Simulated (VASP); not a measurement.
# Ba (Im-3m) in VASP: settings compared

The runs below take Ba through single point, relaxation of cell and atoms, with PBEsol, PBE0+TS, RPBE+D3(BJ).

Everything below comes from runs of VASP 6.6.1. Logs are shortened: lines on timing, memory, paths and dates and some standing lists are left out, and cuts for length are marked.

## 1. The crystal as given

It takes space group Im-3m (No. 229, cubic). Conventional cell: a = 5.013 Å, b = 5.013 Å, c = 5.013 Å, α = 90.00°, β = 90.00°, γ = 90.00°. Ba (site symmetry m-3m) is surrounded by 8 Ba at 4.34 Å.

## 2. Single point, PBEsol

File run.py:

```python
from ase import Atoms
from ase.calculators.vasp import Vasp
from ase.dft.bandgap import bandgap

atoms = Atoms(
    ['Ba'],
    cell=[[-2.5065, 2.5065, 2.5065], [2.5065, -2.5065, 2.5065], [2.5065, 2.5065, -2.5065]],
    scaled_positions=[[0.0, 0.0, 0.0]],
    pbc=True,
)
calc = Vasp(
    directory='calc',
    xc='pbesol',
    pp='PBE',
    setups='recommended',
    pp_version='54',
    prec='Accurate',
    encut=520,
    ediff=1e-07,
    ismear=0,
    sigma=0.05,
    lreal=False,
    lasph=True,
    nelm=80,
    algo='Fast',
    isif=2,
    lwave=False,
    lcharg=False,
    kpts=[8, 8, 8],
    gamma=True,
    nbands=11,
)
atoms.calc = calc

print('energy (eV):', atoms.get_potential_energy())
print('free energy (eV):', atoms.get_potential_energy(force_consistent=True))
print('forces (eV/A):')
print(atoms.get_forces())
print('stress (eV/A^3, Voigt):', atoms.get_stress())
print('Fermi level (eV):', calc.get_fermi_level())
gap, top, bottom = bandgap(calc)
print('band gap (eV):', gap, 'from (spin, k, band)', top, 'to', bottom)
```

Potentials or basis: VASP PAW PBE potentials, release 54 (Ba_sv).

On the command line:

```sh
$ python run.py
```

The program printed:

```text
energy (eV): -2.14435973
free energy (eV): -2.14518229
forces (eV/A):
[[-0. -0. -0.]]
stress (eV/A^3, Voigt): [ 0.0041363  0.0041363  0.0041363  0.         0.        -0.       ]
Fermi level (eV): 1.48120634
band gap (eV): 0.0 from (spin, k, band) (None, None, None) to (None, None, None)
```

OUTCAR:

```text
ENCUT = 520.000000
   EDIFF = 1.00e-07
   GGA = PS
   PREC = Accurate
   ISIF = 2
   ISMEAR = 0
   NELM = 80
   LASPH = .TRUE.
   LREAL = .FALSE.

 ion  position               nearest neighbor table
   1  0.000  0.000  0.000-

  LATTYP: Found a body centered cubic cell.
 ALAT       =     5.0130000000

  Lattice vectors:

 A1 = (  -2.5065000000,   2.5065000000,   2.5065000000)
 A2 = (   2.5065000000,  -2.5065000000,   2.5065000000)
 A3 = (   2.5065000000,   2.5065000000,  -2.5065000000)

Analysis of symmetry for initial positions (statically):
=====================================================================
 Subroutine PRICEL returns:
 Original cell was already a primitive cell.

 Routine SETGRP: Setting up the symmetry group for a
 body centered cubic supercell.

 Subroutine GETGRP returns: Found 48 space group operations
 (whereof 48 operations were pure point group operations)
 out of a pool of 48 trial point group operations.

The static configuration has the point symmetry O_h .

Analysis of symmetry for dynamics (positions and initial velocities):
=====================================================================
 Subroutine PRICEL returns:
 Original cell was already a primitive cell.

 Routine SETGRP: Setting up the symmetry group for a
 body centered cubic supercell.

 Subroutine GETGRP returns: Found 48 space group operations
 (whereof 48 operations were pure point group operations)
 out of a pool of 48 trial point group operations.

The dynamic configuration has the point symmetry O_h .

 Subroutine INISYM returns: Found 48 space group operations
 (whereof 48 operations are pure point group operations),
 and found     1 'primitive' translations
[... 130 lines left out ...]
   NGX = 17   NGY = 17   NGZ = 17

 number of electron      10.0000000 magnetization

 number of electron       9.9999999 magnetization

 Free energy of the ion-electron system (eV)
  ---------------------------------------------------
  ext. energy  EPLUGINS =         0.00000000
  ---------------------------------------------------
  free energy    TOTEN  =        -2.14518229 eV

  energy without entropy =       -2.14353716  energy(sigma->0) =       -2.14435973

 E-fermi :   1.4812     XC(G=0):  -7.5067

 val. band max:        1.4625201889   @ k =  -0.3750   0.5000   0.2500
 cond. band min:       1.6451769366   @ k =   0.2500   0.2500   0.1250
 fundamental gap:      0.1826567477
 Fermi energy:         1.4812063372

 k-point     1 :       0.0000    0.0000    0.0000
  band No.  band energies     occupation
      1     -27.3222      2.00000
      2     -12.2529      2.00000
      3     -12.2529      2.00000
      4     -12.2529      2.00000
      5      -1.2317      2.00000
      6       3.3485      0.00000
      7       3.3485      0.00000
      8       3.3485      0.00000
      9       4.7824      0.00000
     10       4.7824      0.00000
     11       8.4771      0.00000
[... 309 lines left out ...]
 k-point    24 :      -0.3750    0.3750    0.2500
  band No.  band energies     occupation
      1     -27.2679      2.00000
      2     -12.6001      2.00000
      3     -12.4681      2.00000
      4     -12.4255      2.00000
      5       1.1871      2.00000
      6       1.7741      0.00000
      7       3.4012      0.00000
      8       3.6264      0.00000
      9       5.0719      0.00000
     10       5.4919      0.00000
     11       8.6725      0.00000

 [... further k-points ...]

------------------------ aborting loop because EDIFF is reached ----------------------------------------

  FORCE on cell =-STRESS in cart. coord.  units (eV):
  Direction    XX          YY          ZZ          XY          YZ          ZX
  --------------------------------------------------------------------------------------
  -------------------------------------------------------------------------------------
  Total       -0.2605405     -0.2605405     -0.2605405      0.0000000      0.0000000     -0.0000000
  in kB       -6.6270884     -6.6270884     -6.6270884      0.0000000      0.0000000     -0.0000000
  external PRESSURE =      -6.6270884 kB  Pullay stress =       0.0000000 kB

 VOLUME and BASIS-vectors are now :
 -----------------------------------------------------------------------------
  energy-cutoff  :      520.00
  volume of cell :       62.99
      direct lattice vectors                 reciprocal lattice vectors
    -2.506500000  2.506500000  2.506500000     0.000000000  0.199481348  0.199481348
     2.506500000 -2.506500000  2.506500000     0.199481348  0.000000000  0.199481348
     2.506500000  2.506500000 -2.506500000     0.199481348  0.199481348  0.000000000

 POSITION                                       TOTAL-FORCE (eV/Angst)
 -----------------------------------------------------------------------------------
      0.00000      0.00000      0.00000        -0.000000     -0.000000     -0.000000
 -----------------------------------------------------------------------------------
    total drift:                                0.000000      0.000000     -0.000000

  FREE ENERGIE OF THE ION-ELECTRON SYSTEM (eV)
  ---------------------------------------------------
  free  energy   TOTEN  =        -2.1451822906 eV

  energy  without entropy=       -2.1435371637  energy(sigma->0) =       -2.14435973
```

INCAR:

```text
ENCUT = 520.000000
SIGMA = 0.050000
EDIFF = 1.00e-07
ALGO = Fast
GGA = PS
PREC = Accurate
ISIF = 2
ISMEAR = 0
NBANDS = 11
NELM = 80
LASPH = .TRUE.
LCHARG = .FALSE.
LWAVE = .FALSE.
LREAL = .FALSE.
```

It took 8.6 s on 1 thread of Intel Xeon 6975P-C (Granite Rapids), shared host; peak memory 0.17 GiB.

What came out:

```
Free energy            : -2.1452 eV
Pressure               : -0.7 GPa
Band gap on the k mesh : none (metal or under the smearing width)
```

Caveat: the PAW data sets were made with another functional, which shifts forces and pressure a little.

## 3. Relaxation of cell and atoms, PBE0+TS

File POSCAR:

```
Ba
1.0
   -2.5065000000      2.5065000000      2.5065000000
    2.5065000000     -2.5065000000      2.5065000000
    2.5065000000      2.5065000000     -2.5065000000
Ba
1
Direct
    0.0000000000      0.0000000000      0.0000000000
```

File INCAR.step1:

```
ALGO = Normal ; EDIFF = 1E-5
ENCUT = 600 ; GGA = PE
ISMEAR = 0 ; LASPH = True
LCHARG = False ; LREAL = False
LWAVE = True ; NELM = 60
PREC = Accurate ; SIGMA = 0.1
```

File INCAR.step2:

```
AEXX = 0.25 ; ALGO = Normal
EDIFF = 1E-7 ; EDIFFG = -0.005
ENCUT = 600 ; GGA = PE
HFRCUT = -1 ; IBRION = 2
ISIF = 3 ; ISMEAR = 0
ISTART = 1 ; IVDW = 2
LASPH = True ; LCHARG = False
LHFCALC = True ; LREAL = False
LWAVE = False ; NELM = 60
NSW = 40 ; PREC = Accurate
PRECFOCK = Fast ; SIGMA = 0.1
```

File KPOINTS:

```
k-points
0
Gamma
  4 4 4
```

Potentials or basis: VASP PAW PBE potentials, release 64 (Ba_sv).

On the command line:

```sh
$ cat potpaw_PBE.64/Ba_sv/POTCAR > POTCAR
$ cp INCAR.step1 INCAR
$ mpirun -np 1 vasp_std > vasp.out
$ cp INCAR.step2 INCAR
$ mpirun -np 1 vasp_std > vasp.out
```

Wall time 3.4 min (1 thread of Intel Xeon 6975P-C (Granite Rapids), shared host); peak memory 0.22 GiB.

It converged, with:

```
Free energy                            : -2.8950 eV
Relaxed volume                         : 67.08 Å³/atom
Relaxed cell                           : a = 4.433 Å, b = 4.433 Å, c = 4.433 Å, α = 109.47°, β = 109.47°, γ = 109.47°
Space group after relaxing (to 0.05 Å) : Im-3m (No. 229)
Energy gained by relaxing              : 8.5 meV/atom
Ionic steps                            : 4
Pressure after relaxing                : 0.0 GPa
Band gap on the k mesh                 : none (metal or under the smearing width)
Dispersion energy per atom             : -1.106 eV
```

The path:
| step | energy change (eV) | largest force (eV/Å) | pressure (GPa) | volume (Å³) |
| --- | --- | --- | --- | --- |
| 1 | 0.0000 | 0.0000 | 0.69 | 62.99 |
| 2 | -0.0073 | 0.0000 | 0.25 | 65.51 |
| 3 | -0.0085 | 0.0000 | -0.02 | 67.19 |
| 4 | -0.0085 | 0.0000 | 0.00 | 67.08 |

Final structure:
```
Ba
1.0
    -2.55968    2.55968    2.55968
     2.55968   -2.55968    2.55968
     2.55968    2.55968   -2.55968
Ba
1
Direct
  0.00000 0.00000 0.00000
```

Levels at points of the mesh, in eV from the Fermi level:
| k point | band 3 | band 4 | band 5 | band 6 | band 7 | band 8 |
| --- | --- | --- | --- | --- | --- | --- |
| (0.00, 0.00, 0.00) | -15.94 | -15.94 | -3.88 | 2.36 | 2.36 | 2.36 |
| (0.50, 0.00, 0.00) | -16.08 | -15.95 | -1.47 | 1.06 | 1.17 | 3.65 |
| (0.50, 0.50, 0.50) | -16.23 | -16.23 | -0.90 | -0.90 | 4.47 | 4.47 |

Caveat: the k mesh is coarse (spacing up to 0.44 Å⁻¹), so the values aren't converged, least of all with exact exchange; atom-pairwise D2, TS and ULG terms overbind metals; the PAW data sets were made with another functional, which shifts forces and pressure a little; pairwise dispersion overbinds metals, which lowers pressure and volume.

[end of part 1 of 2]
